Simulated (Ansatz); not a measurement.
CoSi (space group P2_13) relaxed with several functionals in Ansatz (plane waves to 420 eV, scalar-relativistic PAW, no spin-orbit coupling, symmetry kept). The database cell has 10.93 Å³/atom; its temperature or method isn't stated, so the comparison with it is no error of the functional. No moments.

| functional | conventional cell | V (Å³/atom) | against the database cell (%) | gap on mesh (eV) | largest moment (μB) |
| --- | --- | --- | --- | --- | --- |
| PBE | a = 4.431 Å, b = 4.431 Å, c = 4.431 Å, α = 90.00°, β = 90.00°, γ = 90.00° | 10.87 | -0.5 | 0.00 | 0.00 |
| PBEsol | a = 4.386 Å, b = 4.386 Å, c = 4.386 Å, α = 90.00°, β = 90.00°, γ = 90.00° | 10.55 | -3.5 | 0.00 | 0.00 |
| PBE+D3(BJ) | a = 4.381 Å, b = 4.381 Å, c = 4.381 Å, α = 90.00°, β = 90.00°, γ = 90.00° | 10.51 | -3.8 | 0.00 | 0.00 |